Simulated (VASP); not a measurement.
# C (Fd-3m) in VASP: phonons with r2SCAN

Aim: the phonons of C with r2SCAN.

All numbers are computed with VASP 6.6.1; they aren't measurements. Logs are shortened: lines on timing, memory, paths and dates and some standing lists are left out, and cuts for length are marked.

## Step 1: The structure

It takes space group Fd-3m (No. 227, cubic). Conventional cell: a = 3.567 Å, b = 3.567 Å, c = 3.567 Å, α = 90.00°, β = 90.00°, γ = 90.00°. Around C (site symmetry -43m) lie 4 C at 1.54 Å.

This isn't the form of C at room conditions, which is graphite.

## Step 2: Phonons, r2SCAN

Contents of POSCAR:

```
C
1.0
    0.0000000000      1.7833700000      1.7833700000
    1.7833700000      0.0000000000      1.7833700000
    1.7833700000      1.7833700000      0.0000000000
C
2
Direct
    0.0000000000      0.0000000000      0.0000000000
    0.2500000000      0.2500000000      0.2500000000
```

Contents of INCAR.step1:

```
ALGO = Normal ; EDIFF = 1E-8
EDIFFG = -0.002 ; ENCUT = 600
IBRION = 2 ; ISIF = 3
ISMEAR = 0 ; LASPH = True
LCHARG = False ; LMIXTAU = True
LREAL = False ; LWAVE = False
METAGGA = R2SCAN ; NELM = 80
NSW = 40 ; PREC = Accurate
SIGMA = 0.02
```

Contents of INCAR.step2:

```
ALGO = Normal ; EDIFF = 1E-8
ENCUT = 600 ; IBRION = 6
ISIF = 2 ; ISMEAR = 0
LASPH = True ; LCHARG = False
LMIXTAU = True ; LREAL = False
LWAVE = False ; METAGGA = R2SCAN
NELM = 80 ; NFREE = 2
NSW = 1 ; POTIM = 0.015
PREC = Accurate ; SIGMA = 0.02
```

Contents of KPOINTS:

```
k-points
0
Gamma
  12 12 12
```

Potentials or basis: VASP PAW PBE potentials, release 64 (C).

The run is started by

```bash
$ cat potpaw_PBE.64/C/POTCAR > POTCAR
$ cp INCAR.step1 INCAR
$ mpirun -np 1 vasp_std > vasp.out
$ cp CONTCAR POSCAR
$ cp INCAR.step2 INCAR
$ mpirun -np 1 vasp_std > vasp.out
```

OUTCAR:

```text
EDIFF = 1E-8
   ENCUT = 600
   IBRION = 6
   ISIF = 2
   ISMEAR = 0
   LASPH = True
   LREAL = False
   METAGGA = R2SCAN
   NELM = 80
   NFREE = 2
   NSW = 1
   POTIM = 0.015
   PREC = Accurate

 ion  position               nearest neighbor table
   1  0.000  0.000  0.000-   2 1.54   2 1.54   2 1.54   2 1.54
   2  0.250  0.250  0.250-   1 1.54   1 1.54   1 1.54   1 1.54

  LATTYP: Found a face centered cubic cell.
 ALAT       =     3.5611208638

  Lattice vectors:

 A1 = (   0.0000000000,   1.7805604319,   1.7805604319)
 A2 = (   1.7805604319,   0.0000000000,   1.7805604319)
 A3 = (   1.7805604319,   1.7805604319,   0.0000000000)

Analysis of symmetry for initial positions (statically):
=====================================================================
 Subroutine PRICEL returns:
 Original cell was already a primitive cell.

 Routine SETGRP: Setting up the symmetry group for a
 face centered cubic supercell.

 Subroutine GETGRP returns: Found 48 space group operations
 (whereof 24 operations were pure point group operations)
 out of a pool of 48 trial point group operations.

The static configuration has the point symmetry T_d .
 The point group associated with its full space group is O_h .

Analysis of symmetry for dynamics (positions and initial velocities):
=====================================================================
 Subroutine PRICEL returns:
 Original cell was already a primitive cell.

 Routine SETGRP: Setting up the symmetry group for a
 face centered cubic supercell.

 Subroutine GETGRP returns: Found 48 space group operations
 (whereof 24 operations were pure point group operations)
 out of a pool of 48 trial point group operations.

The dynamic configuration has the point symmetry T_d .
 The point group associated with its full space group is O_h .

 Subroutine INISYM returns: Found 48 space group operations
 (whereof 24 operations are pure point group operations),
 and found     1 'primitive' translations

----------------------------------------------------------------------------------------

                                     Primitive cell

  volume of cell :      11.2902

  direct lattice vectors                    reciprocal lattice vectors
     0.000000000  1.780560432  1.780560432    -0.280810463  0.280810463  0.280810463
     1.780560432  0.000000000  1.780560432     0.280810463 -0.280810463  0.280810463
[... 126 lines left out ...]
 number of electron       7.9999999 magnetization

 Free energy of the ion-electron system (eV)
  ---------------------------------------------------
  ext. energy  EPLUGINS =         0.00000000
  ---------------------------------------------------
  free energy    TOTEN  =       -19.66411520 eV

  energy without entropy =      -19.66411520  energy(sigma->0) =      -19.66411520

 E-fermi :   9.9146     XC(G=0): -14.2835

 val. band max:        9.7803159781   @ k =   0.0000   0.0000   0.0000
 cond. band min:      14.1341502476   @ k =   0.3333   0.3333   0.0000
 fundamental gap:      4.3538342695
 Fermi energy:         9.9146129667

 k-point     1 :       0.0000    0.0000    0.0000
  band No.  band energies     occupation
      1     -12.9801      2.00000
      2       9.7803      2.00000
      3       9.7803      2.00000
      4       9.7803      2.00000
      5      15.6287      0.00000
      6      15.6287      0.00000
      7      15.6287      0.00000
      8      23.7112      0.00000
[... 324 lines left out ...]
--------------------------------------- Ionic step        3  -------------------------------------------

 number of electron       7.9999999 magnetization

 Free energy of the ion-electron system (eV)
  ---------------------------------------------------
  ext. energy  EPLUGINS =         0.00000000
  ---------------------------------------------------
  free energy    TOTEN  =       -19.65974636 eV

  energy without entropy =      -19.65974636  energy(sigma->0) =      -19.65974636

 E-fermi :  10.1496     XC(G=0): -14.2835

 val. band max:       10.0244575325   @ k =   0.0000   0.0000   0.0000
 cond. band min:      14.1294313520   @ k =   0.3333   0.3333   0.0000
 fundamental gap:      4.1049738195
 Fermi energy:        10.1495709277

 k-point     1 :       0.0000    0.0000    0.0000
  band No.  band energies     occupation
      1     -12.9806      2.00000
      2       9.5360      2.00000
      3       9.7836      2.00000
      4      10.0245      2.00000
      5      15.4178      0.00000
      6      15.6244      0.00000
      7      15.8422      0.00000
      8      23.7101      0.00000
[... 282 lines left out ...]
  FREE ENERGIE OF THE ION-ELECTRON SYSTEM (eV)
  ---------------------------------------------------
  free  energy   TOTEN  =       -19.6597463597 eV

  energy  without entropy=      -19.6597463597  energy(sigma->0) =      -19.65974636

 INTERNAL STRAIN TENSORS FROM DISPLACED ATOMS
 ============================================

 INTERNAL STRAIN TENSOR FOR ION    1 for displacements in x,y,z  (eV/Angst):
          X           Y           Z          XY          YZ          ZX
  --------------------------------------------------------------------------------
  x     0.00000     0.00000     0.00000     0.00000     2.45823     0.00000
  y    -0.00000     0.00000    -0.00000     0.00000     0.00000     2.45823
  z     0.00000     0.00000     0.00000     2.45823     0.00000     0.00000

 INTERNAL STRAIN TENSOR FOR ION    2 for displacements in x,y,z  (eV/Angst):
          X           Y           Z          XY          YZ          ZX
  --------------------------------------------------------------------------------
  x    -0.00000    -0.00000    -0.00000     0.00000    -2.45823     0.00000
  y     0.00000    -0.00000     0.00000     0.00000     0.00000    -2.45823
  z     0.00000     0.00000    -0.00000    -2.45823     0.00000     0.00000

 Eigenvectors and eigenvalues of the dynamical matrix
 ----------------------------------------------------

   1 f  =   39.749818 THz   249.755470 2PiTHz 1325.911193 cm-1   164.391962 meV
             X         Y         Z           dx          dy          dz
      0.000000  0.000000  0.000000     0.000000   -0.707107    0.000000
      0.890280  0.890280  0.890280     0.000000    0.707107    0.000000
[... 21 lines left out ...]
   6 f  =    0.000000 THz     0.000000 2PiTHz    0.000000 cm-1     0.000000 meV
             X         Y         Z           dx          dy          dz
      0.000000  0.000000  0.000000     0.000000    0.000000    0.707107
      0.890280  0.890280  0.890280     0.000000    0.000000    0.707107

 ELASTIC MODULI CONTR FROM IONIC RELAXATION (kBar)
 Direction    XX          YY          ZZ          XY          YZ          ZX
 --------------------------------------------------------------------------------
 XX          -0.0000     -0.0000     -0.0000      0.0000     -0.0000      0.0000
 YY          -0.0000     -0.0000      0.0000      0.0000     -0.0000     -0.0000
 ZZ          -0.0000      0.0000     -0.0000     -0.0000     -0.0000      0.0000
 XY           0.0000      0.0000     -0.0000    -22.0870      0.0000      0.0000
 YZ          -0.0000     -0.0000     -0.0000      0.0000    -22.0870      0.0000
 ZX           0.0000     -0.0000      0.0000      0.0000      0.0000    -22.0870
 --------------------------------------------------------------------------------
```

OSZICAR.step1:

```text
N       E                     dE             d eps       ncg     rms          rms(c)
DAV:   1     0.680773400386E+00    0.68077E+00   -0.57145E+03  1184   0.115E+03
DAV:   2    -0.218039100939E+02   -0.22485E+02   -0.21657E+02  1768   0.126E+02
DAV:   3    -0.219506863132E+02   -0.14678E+00   -0.14678E+00  1288   0.135E+01
DAV:   4    -0.219508644538E+02   -0.17814E-03   -0.17814E-03  1632   0.509E-01
[... 36 lines left out ...]
DAV:   6    -0.196643750354E+02    0.57563E-06   -0.52366E-07  1184   0.102E-02    0.746E-04
DAV:   7    -0.196643758367E+02   -0.80129E-06   -0.16844E-07  1152   0.546E-03    0.199E-04
DAV:   8    -0.196643758058E+02    0.30850E-07   -0.88490E-10   592   0.422E-04    0.612E-05
DAV:   9    -0.196643758336E+02   -0.27776E-07   -0.30272E-10   576   0.279E-04    0.249E-05
DAV:  10    -0.196643758250E+02    0.85869E-08   -0.39786E-11   576   0.829E-05
   3 F= -.19664376E+02 E0= -.19664376E+02  d E =-.352512E-03
```

It took 5.7 min on 1 thread of Intel Xeon Platinum 8375C at 2.90GHz (Ice Lake), shared host; peak memory 0.16 GiB.

What came out:

```yaml
Relaxed_volume: 5.65 Å³/atom
Relaxed_cell: a = 2.518 Å, b = 2.518 Å, c = 2.518 Å, α = 60.00°, β = 60.00°, γ = 60.00°
Space_group_after_relaxing_to_0.05_Å: Fd-3m (No. 227)
Highest_phonon_frequency_at_Γ: 1326 cm⁻¹
```

Step by step:
```csv
step,energy change (eV),largest force (eV/Å),pressure (GPa),volume (Å³)
1,0.0000,0.0000,-2.09,11.34
2,0.0002,0.0000,2.75,11.22
3,-0.0004,0.0000,0.01,11.29
```

Final structure:
```xyz
2
Lattice="0.0000 1.7806 1.7806 1.7806 0.0000 1.7806 1.7806 1.7806 0.0000" Properties=species:S:1:pos:R:3 pbc="T T T"
C     0.0000    0.0000    0.0000
C     0.8903    0.8903    0.8903
```

Phonon frequencies in cm⁻¹ (negative: imaginary):
| q point | frequencies |
| --- | --- |
| (0.000, 0.000, 0.000) | 0 0 0 1326 1326 1326 |

Caveat: the PAW data sets were made with another functional, which shifts forces and pressure a little.
